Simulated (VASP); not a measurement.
**LiH: dielectric tensor with r2SCAN**

Crystal: LiH.

```
Li H
1.0
     2.50166    0.00000    0.00000
     0.00000    2.50166    0.00000
     0.00000    0.00000    2.50166
Li H
1 1
Cartesian
  0.0000 0.0000 0.0000
  1.2508 1.2508 1.2508
```

The cell was built by a generator and needn't be a form met in nature.

```
Program                : VASP 6.6.1
Task                   : dielectric tensor
Functional             : r2SCAN
Potentials or basis    : VASP PAW PBE potentials, release 64 (Li_sv, H)
Cutoff                 : 520 eV
k mesh                 : 8 × 8 × 8
Occupations            : gaussian, width 0.01 eV
Spin                   : no spin polarisation
Dipole correction      : no
Further INCAR settings : ALGO = Normal; EDIFF = 1e-08
```

```json
{"Band gap on the k mesh": "1.30 eV, indirect (least direct gap 4.89 eV)", "Electronic dielectric tensor (diagonal)": "4.08", "Born charges (mean of the diagonal)": "Li +1.09; H -1.09 e"}
```

Levels at points of the mesh, in eV from the valence-band top:
```
           k point  band 1  band 2  band 3  band 4  band 5
(0.00, 0.00, 0.00)  -49.80   -9.12   13.04   13.04   13.04
(0.50, 0.00, 0.00)  -49.75   -6.86    1.30   12.72   18.00
(0.50, 0.50, 0.00)  -49.70   -2.87    2.02    2.02   10.46
(0.50, 0.50, 0.50)  -49.66    0.00    7.51    7.51    7.51
```

Electronic dielectric tensor:
```
4.08 0.00 0.00
0.00 4.08 0.00
0.00 0.00 4.08
```

Born effective charge tensors (e):
atom 1, Li
```
1.09 0.00 0.00
0.00 1.09 0.00
0.00 0.00 1.09
```
atom 2, H
```
-1.09  0.00  0.00
 0.00 -1.09  0.00
 0.00  0.00 -1.09
```

Dipole moments of the cell (e·Å, modulo the quantum): ionic -1.251, -1.251, -1.251; electronic -2.502, -2.502, -2.499

It took 4.4 min on 1 thread of Intel(R) Xeon(R) Platinum 8488C (Sapphire Rapids) (shared host), peak memory 0.15 GiB.

 A k mesh can miss the band edges.
